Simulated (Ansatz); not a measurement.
# Al (P-1) in Ansatz: relaxation of cell and atoms with PBEsol

Aim: the relaxation of cell and atoms of Al with PBEsol.

All numbers are computed with Ansatz 0.2.0; they aren't measurements. Logs are shortened: lines on timing, memory, paths and dates and some standing lists are left out, and cuts for length are marked.

### Step 1. The cell of the first run

The typed cell holds 1 atom: a = 2.726 Å, b = 2.744 Å, c = 2.768 Å, α = 109.24°, β = 109.62°, γ = 108.66°.

This isn't the form of Al at room conditions, which is fcc.

### Step 2. Relaxation of cell and atoms, PBEsol, non-collinear spin, ferromagnetic start (cell strained at random at fixed volume)

File input.yaml:

```yaml
crystal:
  lattice:
    - [-1.569804, 1.564881, 1.5871]
    - [1.585566, -1.56487, 1.602851]
    - [1.606204, 1.60127, -1.587089]
  atoms:
    - { symbol: Al, position: [0.039476, -0.023828, 0.065146], spin: 0.5, spin_axis: [0.0, 0.0, 1.0] }
kpoints:
  mp_grid: { grid: [9, 9, 9] }
scf:
  occupations: { method: gaussian, width: 0.05 }
hamiltonian:
  xc: pbesol
  pseudopotentials: { kind: all_electron, lapw: { basis_error: 0.001 } }
magnetization:
  noncollinear: true
output:
  forces: true
  stress: true
relax:
  f_tol: 0.01
  max_steps: 60
  cell: {}
```

Potentials or basis: all-electron LAPW, scalar-relativistic.

Launch:

```bash
$ ansatz run input.yaml --threads 1 --pin off --max-ram 3072MiB --backend cpu --events-out ev --progress --plain --runs-dir out
```

What it wrote:

```text
Warning: RAYON_NUM_THREADS=1 ignored (pool sized by the plan → 1); use --threads N
The last accepted step is kept in <dir> (removed where the run ends without a failure and the disk answers)
LAPW: plane waves up to 6.642 Å⁻¹, error target 1.0e-3 eV per atom; small_component_spin mean_spin; Al in spheres of 1.322 Å, 11 of its electrons in bands, Dirac shells [] (how accurate: hamiltonian.pseudopotentials.lapw.basis_error, Limitations)
Engine: ansatz 0.2.0, aarch64-unknown-linux-gnu
Pseudopotentials: kind: all_electron
Pseudopotential: Al, LAPW, valence charge 11, lapw/all_electron/scalar/gaussian/Al, Koelling and Harmon's equation, gaussian nucleus
Functional definition: PBEsol
  exchange = pbesol_x
  correlation = pbesol_c
this run first makes a single point of its starting geometry on two collinear spin channels, or without spin where it has no moments, for its own SCFs to start from. `scf.lower_state_search: off` leaves that single point out
Crystal: 1 atoms, lattice volume = 16.116 Å³
Basis set: ecut = 168.0789693566758 eV, 79 PW (Γ), exchange–correlation at level 2
Bands: 10, of which v1, the nominal top of the filled ones, is band 6 counted from 1 (5 counted from 0)
Symmetry: 2 space group operations
Space group: P-1 (ITA 2), of the structure as read, at distance tolerance 2.5e-5 Å
Magnetic group: BNS 2.4 (UNI 4), of the structure as read, at distance tolerance 2.5e-5 Å
k-points: 365 of 729
Non-local potential: Al, projectors of the file, none
Initial density: superposition of atomic densities (chi_scale 0.1, normalization cell)
Starting moments: Σ|m| = 0.5 μB on 1 of 1 site
Initial wavefunctions: plane waves of lowest kinetic energy (no species holds an atomic orbital)
Functional: x = pbesol(κ = 0.804, μ = 0.12345679012345678), c = pbesol(β = 0.046)
iter 1 solved again at ethr=1.85e-4 eV; its pass at ethr=1.00e-1 eV (dr2=2.03e-2 eV) is discarded
SCF iter   1: F=—  HF=-6594.437319 eV  |F-HF|=—  |Δ(HF+E_count)|=         —  Δρ=1.26e-2 (↑1.25e-2 ↓1.26e-2)  dr2=2.04e-2  dr2_m=1.68e-2  M=0.156 μB ∫|m|=0.156 μB  β_m=0.30  ethr=1.85e-4  ⟨swp⟩=3.1  Hψ=54934  notcnv=0
preconditioner: auto → none  [metal: Δε(μ)=0.006 eV  Ē_g=13.480 eV  σ=0.050 eV  W_gap=0.06  n_scr=0 (ndim 8)  ℏωp=16.0 eV  f_vac=0.000  D(μ)=0.67/eV (n_scr^D=0)]
SCF iter   2: F=—  HF=-6594.444525 eV  |F-HF|=—  |Δ(HF+E_count)|=   7.21e-3  Δρ=9.86e-3 (↑9.75e-3 ↓9.86e-3)  dr2=9.08e-3  dr2_m=1.13e-2  M=0.115 μB ∫|m|=0.115 μB  β_m=0.30  ethr=1.85e-4  ⟨swp⟩=2.0  Hψ=20376  notcnv=0
iter 3 solved again at ethr=2.16e-7 eV; its pass at ethr=8.26e-5 eV (dr2=2.38e-5 eV) is discarded
SCF iter   3: F=—  HF=-6594.448198 eV  |F-HF|=—  |Δ(HF+E_count)|=   3.67e-3  Δρ=6.92e-3 (↑6.91e-3 ↓6.92e-3)  dr2=2.39e-5  dr2_m=7.06e-3  M=0.090 μB ∫|m|=0.090 μB  β_m=0.30  ethr=2.16e-7  ⟨swp⟩=2.6  Hψ=36498  notcnv=0
SCF iter   4: F=—  HF=-6594.456262 eV  |F-HF|=—  |Δ(HF+E_count)|=   8.06e-3  Δρ=5.48e-3 (↑5.47e-3 ↓5.48e-3)  dr2=4.88e-6  dr2_m=4.43e-3  M=0.069 μB ∫|m|=0.069 μB  β_m=0.30  ethr=2.16e-7  ⟨swp⟩=3.0  Hψ=19718  notcnv=0
SCF iter   5: F=—  HF=-6594.461466 eV  |F-HF|=—  |Δ(HF+E_count)|=   5.20e-3  Δρ=4.38e-3 (↑4.38e-3 ↓4.38e-3)  dr2=6.89e-6  dr2_m=2.83e-3  M=0.052 μB ∫|m|=0.052 μB  β_m=0.30  ethr=4.44e-8  ⟨swp⟩=3.4  Hψ=20067  notcnv=0
SCF iter   6: F=—  HF=-6594.464775 eV  |F-HF|=—  |Δ(HF+E_count)|=   3.31e-3  Δρ=3.46e-3 (↑3.46e-3 ↓3.46e-3)  dr2=1.42e-5  dr2_m=1.77e-3  M=0.039 μB ∫|m|=0.039 μB  β_m=0.30  ethr=4.44e-8  ⟨swp⟩=3.1  Hψ=19766  notcnv=0
SCF iter   7: F=—  HF=-6594.466835 eV  |F-HF|=—  |Δ(HF+E_count)|=   2.06e-3  Δρ=2.72e-3 (↑2.72e-3 ↓2.72e-3)  dr2=3.47e-5  dr2_m=1.08e-3  M=0.030 μB ∫|m|=0.030 μB  β_m=0.30  ethr=4.44e-8  ⟨swp⟩=3.0  Hψ=19714  notcnv=0
SCF iter   8: F=—  HF=-6594.468115 eV  |F-HF|=—  |Δ(HF+E_count)|=   1.28e-3  Δρ=2.16e-3 (↑2.15e-3 ↓2.16e-3)  dr2=1.04e-4  dr2_m=6.64e-4  M=0.022 μB ∫|m|=0.022 μB  β_m=0.30  ethr=4.44e-8  ⟨swp⟩=3.0  Hψ=19701  notcnv=0
Mixer restart at iter 8: flushing history
spin-set hold released at iteration 8 (site moments contracting): the magnetisation degrees of freedom join the quasi-Newton model from the next iteration; the mixer history was flushed
SCF iter   9: F=—  HF=-6594.468865 eV  |F-HF|=—  |Δ(HF+E_count)|=   7.49e-4  Δρ=1.67e-3 (↑1.67e-3 ↓1.67e-3)  dr2=5.06e-5  dr2_m=4.01e-4  M=0.017 μB ∫|m|=0.017 μB  β_m=0.63  ethr=4.44e-8  ⟨swp⟩=3.0  Hψ=19685  notcnv=0
[... 238 lines left out ...]
SCF 20 converged in 2 iterations: F = -6594.555390 eV  dr2 = 6.58e-9
relax step  19: F+E_penalty+E_count = -6594.55538979 eV  Δ(F+E_penalty+E_count) = -4.391e-4 eV  max|allowed force component| = 0.000e0 eV/Å  Δτ_max = 0.0000 Å  P = -0.016 GPa  Ω = 16.244 Å³  stress off target by 7.00e-2 GPa  SCF on the basis re-selected at this cell (its energy is not comparable with the rows above)  (2 SCF iters)
basis re-selected at this cell: Δ(F+E_penalty+E_count) = -4.391e-4 eV, ΔP = -0.011 GPa vs the last step (what re-selecting the basis moved, after the strain that the cell walked since its last selection, with what the two solves' SCF thresholds leave and, on support functions, any second-order correction that the steps lacked; it is no measure of the basis error at this ecutwfc). The dense FFT grid was sized anew with the basis: this SCF ran on 12×16×12 points, the steps before it on 12×12×12, so part of this shift can come from that change (see relax.cell in the input reference). This SCF's stress stands 7.00e-2 GPa from its target on what of the cell is left free (relax.cell.stress_tol is 5.00e-2 GPa) and its largest allowed force component is 0.00e0 eV/Å (relax.f_tol is 1.00e-2 eV/Å): not within both, so this SCF does not close the relaxation
Crystal: 1 atoms, lattice volume = 16.241 Å³
Basis set: ecut = 167.2117921967139 eV, 65 PW (Γ), exchange–correlation at level 2
Moments: of one size on atoms that these operations exchange, one fixing the others by the rotation that the starting moments gave each, and all in one plane where the starting moments lie in one or along one axis (crystal.symmetry.detect: false holds none)
iter 1 solved again at ethr=4.53e-10 eV; its pass at ethr=1.00e-1 eV (dr2=4.99e-8 eV) is discarded
SCF iter   1: F=—  HF=-6594.555392 eV  |F-HF|=—  |Δ(HF+E_count)|=         —  Δρ=2.03e-5  dr2=4.51e-8  dr2_m=1.64e-20  ethr=4.53e-10  |M|=4.05e-11 ∫|m|=1.03e-10 μB  β_m=0.30  ⟨swp⟩=6.4  Hψ=47940  notcnv=0
preconditioner: auto → none  [metal: Δε(μ)=0.019 eV  Ē_g=13.342 eV  σ=0.050 eV  W_gap=0.21  n_scr=0 (ndim 8)  ℏωp=16.0 eV  f_vac=0.000  D(μ)=0.27/eV (n_scr^D=0)]
SCF iter   2: F=-6594.555392 eV  HF=-6594.555392 eV  |F-HF|=1.90e-9  |Δ(HF+E_count)|=   4.48e-9  Δρ=1.36e-5  dr2=1.91e-8  dr2_m=8.62e-21  ethr=4.10e-10  |M|=3.50e-11 ∫|m|=6.58e-11 μB  ⟨swp⟩=2.0  Hψ=17532  notcnv=0
the starting moments were not kept: the SCF closed with an absolute magnetisation of 6.5e-11 μB, where they sum to 0.5 μB in size (1 site). That is at most 0.1 of that sum. Measured as dr2_m measures the in/out step, that magnetisation stands 8.3e-22 eV from none, at or under the dr2_threshold of 1.0e-7 eV: it is no larger than a step whose dr2_m would equal this threshold.
SCF 21 converged in 2 iterations: F = -6594.555392 eV  dr2 = 1.91e-8
relax step  20: F+E_penalty+E_count = -6594.55539227 eV  Δ(F+E_penalty+E_count) = -2.482e-6 eV  max|allowed force component| = 0.000e0 eV/Å  Δτ_max = 0.0000 Å  P = -0.003 GPa  Ω = 16.241 Å³  (2 SCF iters, accepted)
Moments: of one size on atoms that these operations exchange, one fixing the others by the rotation that the starting moments gave each, and all in one plane where the starting moments lie in one or along one axis (crystal.symmetry.detect: false holds none)
iter 1 solved again at ethr=1.68e-10 eV; its pass at ethr=1.00e-1 eV (dr2=1.85e-8 eV) is discarded
SCF iter   1: F=—  HF=-6594.555392 eV  |F-HF|=—  |Δ(HF+E_count)|=         —  Δρ=1.36e-5  dr2=1.91e-8  dr2_m=8.27e-21  ethr=1.68e-10  |M|=3.50e-11 ∫|m|=6.62e-11 μB  β_m=0.30  ⟨swp⟩=3.5  Hψ=39364  notcnv=0  reapply=30
SCF iter   2: F=-6594.555392 eV  HF=-6594.555392 eV  |F-HF|=2.64e-11  |Δ(HF+E_count)|=   1.33e-9  Δρ=9.22e-6  dr2=8.17e-9  dr2_m=5.15e-21  ethr=1.68e-10  |M|=2.52e-11 ∫|m|=4.73e-11 μB  ⟨swp⟩=2.0  Hψ=17532  notcnv=0
the starting moments were not kept: the SCF closed with an absolute magnetisation of 4.7e-11 μB, where they sum to 0.5 μB in size (1 site). That is at most 0.1 of that sum. Measured as dr2_m measures the in/out step, that magnetisation stands 4.3e-22 eV from none, at or under the dr2_threshold of 1.0e-7 eV: it is no larger than a step whose dr2_m would equal this threshold.
SCF 22 converged in 2 iterations: F = -6594.555392 eV  dr2 = 8.17e-9
relax step  21: F+E_penalty+E_count = -6594.55539223 eV  Δ(F+E_penalty+E_count) = +4.312e-8 eV  max|allowed force component| = 0.000e0 eV/Å  Δτ_max = 0.0000 Å  P = -0.003 GPa  Ω = 16.241 Å³  stress off target by 2.58e-2 GPa  SCF on the basis re-selected at this cell (its energy is not comparable with the rows above)  (2 SCF iters)
basis re-selected at this cell: Δ(F+E_penalty+E_count) = +4.312e-8 eV, ΔP = +0.000 GPa vs the last step (what re-selecting the basis moved, after the strain that the cell walked since its last selection, with what the two solves' SCF thresholds leave and, on support functions, any second-order correction that the steps lacked; it is no measure of the basis error at this ecutwfc). This SCF's stress stands 2.58e-2 GPa from its target on what of the cell is left free (relax.cell.stress_tol is 5.00e-2 GPa) and its largest allowed force component is 0.00e0 eV/Å (relax.f_tol is 1.00e-2 eV/Å): within both
SCF converged after 2 iterations
Stability not checked: this state was not tested for a lower state beside it, because this non-collinear magnet's GGA is evaluated by the locally collinear projection, under which the energy is not smooth in the magnetisation (locally_collinear_gga; see scf.lower_state_search)
Magnetization: |M| = 0.0000 μB,  M = (+0.0000, -0.0000, -0.0000) μB
Absolute magnetization: 0.0000 μB (∫|m|)
Moment direction: held on its axis by an average over the rotations of spin about it
  site 0: m = (+0.0000, +0.0000, -0.0000) μB, |m| = 0.0000 μB  (R = 1.33 Å)
Free energy (F): -6594.555392 eV
Harris-Foulkes:  -6594.555392 eV  (|F-HF|=2.64e-11)
Internal energy: -6594.555056 eV  (E = F + TS)
E sigma→0 (E₀):  -6594.555224 eV
Entropy (-TS):   -0.000336 eV (-0.336 meV/atom)
Fermi energy:    9.959610 eV
--- Per-component energies (eV) ---
  E_band       = -498.115772
  E_kinetic    = 6606.477366
  E_xc         = -493.860282
  E_electrostatic = -12707.172140  (all electrons and nuclei)
  E_smearing   = -0.000336  (= −TS)
  E_closure    = 0.000000  (closes the sum)
  E_atoms      = -6590.488843  (free atoms, spherical and without spin; not in F)
  Σ components = -6594.555392   (vs F -6594.555392, Δ=0.00e0)
  Basis errors (estimates in eV, not in F): energy 3.1e-4 per atom: plane waves 2.9e-4 (1.6e-4 summed), levels above the bands 0.0e0, relativity 1.1e-8, radial functions 1.9e-5, core shells 3.5e-14; eigenvalues (radial functions only) 1.8e-5; not estimated: angular momenta, meshes, grids; target (lapw.basis_error) 1.0e-3; muffin-tin radii Al 1.326 Å
--- Forces (eV/Å), atoms counted from 1 ---
  atom   1  Al     0.00000000     0.00000000     0.00000000
  max |Σ_I F_I| component: 0.00e0 eV/Å
--- Stress (GPa, compression-positive) ---
       -0.025067      -0.002554      -0.005020
       -0.002554      -0.003081       0.006410
       -0.005020       0.006410       0.019127
  P = ⅓ Tr σ = -0.0030 GPa (-0.030 kbar)
--- Relaxed structure (19 steps of the walk, 15 accepted, 2 SCFs on fresh bases) ---
  F+E_penalty+E_count = -6594.55539223 eV   max|allowed force component| = 0.000e0 eV/Å   (the final SCF, on the basis selected at the relaxed cell)
  cell:  # Å, volume = 16.2412 Å³
    - [-1.9222134585786725, 1.4334422048746904, 1.4165891256515815]
    - [1.9257425403618593, -1.4929814644532469, 1.473764072042105]
    - [1.9258221610111366, 1.4856044978985479, -1.475661827292859]
  atoms:
    - { symbol: Al, position: [0.03947599999999999, -0.023828000000000002, 0.06514600000000001] }
```

Wall time 12 min (1 thread of Arm Neoverse V2, shared host); peak memory 0.53 GiB.

What came out:

- Free energy: -6594.5554 eV
- Relaxed volume: 16.24 Å³/atom
- Relaxed cell: a = 2.785 Å, b = 2.848 Å, c = 2.845 Å, α = 94.84°, β = 117.53°, γ = 118.25°
- Space group after relaxing (to 0.05 Å): Fmmm (No. 69)
- Energy gained by relaxing: 85.4 meV/atom
- Ionic steps: 17
- Pressure after relaxing: 0.0 GPa
- Net moment: 0.00 μB per cell
- Absolute moment: 0.00 μB per cell

Step by step:
```csv
step,energy change (eV),largest force (eV/Å),volume (Å³)
1,0.0000,0.0000,16.12
2,-0.0044,0.0000,16.52
3,-0.0126,0.0000,16.71
4,-0.0311,0.0000,16.78
5,-0.0668,0.0000,16.57
6,-0.0777,0.0000,16.11
7,-0.0819,0.0000,16.24
8,-0.0822,0.0000,16.20
9,-0.0832,0.0000,16.37
10,-0.0840,0.0000,16.28
11,-0.0849,0.0000,16.27
12,-0.0849,0.0000,16.26
13,-0.0849,0.0000,16.25
14,-0.0849,0.0000,16.24
15,-0.0854,0.0000,16.24
16,-0.0854,0.0000,16.24
17,-0.0854,0.0000,16.24
```

Final structure:
```
Al
1.0
    -1.92221    1.43344    1.41659
     1.92574   -1.49298    1.47376
     1.92582    1.48560   -1.47566
Al
1
Direct
  0.03948 0.97617 0.06515
```

Moments on the atoms (μB; x, y, z):
```
Al  0.00 0.00 0.00
```

Caveat: the k mesh is thin for a metal, which can move the energy by tens of meV per atom; the starting moments weren't kept.
